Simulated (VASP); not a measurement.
# Eu in VASP: convergence with k mesh

Eu:

```
Eu
1.0
    -2.30300    2.30300    2.30300
     2.30300   -2.30300    2.30300
     2.30300    2.30300   -2.30300
Eu
1
Direct
  0.00000 0.00000 0.00000
```

| Item | Value |
| --- | --- |
| Program | VASP 6.6.1 |
| Task | single point |
| Functional | PBE |
| Potentials or basis | VASP PAW PBE potentials, release 64 (Eu) |
| Cutoff | 520 eV |
| k mesh | 2 × 2 × 2 |
| Occupations | methfessel-paxton, width 0.1 eV |
| Spin | collinear spin, ferromagnetic start |
| Starting moments | [7.0] μB |

These are the settings of the first run; the series varies k mesh, with any setting tied to it.

Hardware: 1 thread of Intel(R) Xeon(R) Platinum 8488C (Sapphire Rapids) (shared host).

```
      k mesh  energy less the tightest run, at zero smearing (meV/atom)  pressure (GPa)  largest site moment (μB)  SCF cycles  CPU time (s)  peak memory (GiB)
   2 × 2 × 2                                                    -325.30           -6.78                      6.68          39            40               0.19
   3 × 3 × 3                                                      61.09           -1.87                      6.83          37            64               0.19
   4 × 4 × 4                                                     -16.60           -1.55                      6.72          35            55               0.19
   5 × 5 × 5                                                      -6.71           -2.04                      6.67          34            59                0.2
   6 × 6 × 6                                                       1.82           -1.90                      6.74          33            72                0.2
   7 × 7 × 7                                                       3.14           -1.86                      6.73          33           100               0.21
   9 × 9 × 9                                                      -1.75           -1.91                      6.69          33           160               0.22
11 × 11 × 11                                                       0.31           -1.89                      6.69          33           200               0.25
13 × 13 × 13                                                       0.00           -1.89                      6.70          32           340               0.29
```

Against the tightest run, the energy stays within 1 meV/atom from 11 × 11 × 11 on; the pressure stays within 0.1 GPa from 6 × 6 × 6 on; the largest site moment stays within 0.02 μB from 9 × 9 × 9 on. Meshes of other sizes hit other points, so gaps and Fermi surfaces needn't settle smoothly. The tightest run that finished is the yardstick and may itself not be fully converged.

Caveat, for the tightest run too: spin-orbit coupling is left out, which moves the levels of the heavy elements. The state reached can hang on the start; a lower one may exist.
